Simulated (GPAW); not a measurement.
Two runs for the S K edge of atom 3 in Tl2S (Carlinite, P-3m1). Run A: GPAW, PBE, excited-electron core hole (neutral cell), 9-atom cell with 7.0 Å between holes, 4×4×4 k points, dipole transitions, Gaussian full width 0.9 eV up to 4 eV, rising linearly to 3.5 eV at 25 eV, without spin-orbit coupling. Run B differs in one choice.

Energy from the lowest empty level; intensity scaled to a mean of 1 over the first 20 eV:

```
E (eV)     A     B
  -2.0  0.00  0.00
  -1.5  0.00  0.00
  -1.0  0.00  0.01
  -0.5  0.05  0.20
   0.0  0.30  1.26
   0.5  0.90  2.32
   1.0  1.57  1.61
   1.5  1.95  1.17
   2.0  1.67  0.91
   2.5  1.18  1.00
   3.0  1.23  1.80
   3.5  1.68  2.51
   4.0  2.13  2.29
   4.5  2.23  1.90
   5.0  1.93  1.31
   5.5  1.27  0.71
   6.0  0.68  0.33
   6.5  0.44  0.24
   7.0  0.30  0.26
   7.5  0.22  0.21
   8.0  0.19  0.16
   8.5  0.19  0.19
   9.0  0.22  0.27
   9.5  0.30  0.39
  10.0  0.40  0.52
  10.5  0.53  0.65
  11.0  0.69  0.81
  11.5  0.90  0.98
  12.0  1.08  1.09
  12.5  1.16  1.12
  13.0  1.14  1.10
  13.5  1.10  1.11
  14.0  1.08  1.15
  14.5  1.10  1.19
  15.0  1.14  1.18
  15.5  1.15  1.12
  16.0  1.12  1.05
  16.5  1.06  0.98
  17.0  0.98  0.92
  17.5  0.91  0.88
  18.0  0.87  0.84
  18.5  0.84  0.83
  19.0  0.85  0.83
  19.5  0.88  0.86
  20.0  0.95  0.94
  20.5  1.05  1.06
  21.0  1.17  1.21
  21.5  1.31  1.37
  22.0  1.45  1.52
  22.5  1.55  1.61
  23.0  1.62  1.62
  23.5  1.62  1.57
  24.0  1.57  1.47
  24.5  1.47  1.34
  25.0  1.34  1.21
  25.5  1.21  1.10
  26.0  1.08  1.01
  26.5  0.98  0.94
  27.0  0.91  0.89
  27.5  0.87  0.86
  28.0  0.85  0.84
  28.5  0.83  0.82
  29.0  0.83  0.81
  29.5  0.83  0.80
  30.0  0.83  0.81
  30.5  0.84  0.81
  31.0  0.85  0.82
  31.5  0.86  0.83
  32.0  0.87  0.84
```

Q: What was changed?
a) the volume of the cell
b) the broadening
c) the plane-wave cutoff
d) the size of the supercell

(d): run B changes the supercell atoms from 9 to 3, and the k mesh follows the cell. The scaled spectrum changes by 31 % r.m.s. A shift of -0.6 eV leaves 13 %. The highest intensity below 16 eV goes from 4.3 eV (2.26) to 3.6 eV (2.55). Other settings could leave a like mark; this is the one that was changed.

[Banner, clock and machine lines of the logs are left out without a mark of their own.]

[Logs are printed without paths, hosts, clocks, repeated set-up lines and the standing remarks that a program may print on its own settings, such as how far it seeks lower states.]

[Hosts, paths, dates, database ids (printed as entryN), source tags and the programs' standing remarks are cut or masked in the printed files.]

[Lists of maxima count a maximum above −3 eV only where it reaches 4 % of the highest in the window and stands out from its surroundings by 2 % of it (1.5 % where it reaches 55 %); shoulders and weaker maxima are passed over, and of the rest the first, up to two pre-edge ones and the few strongest are named.]
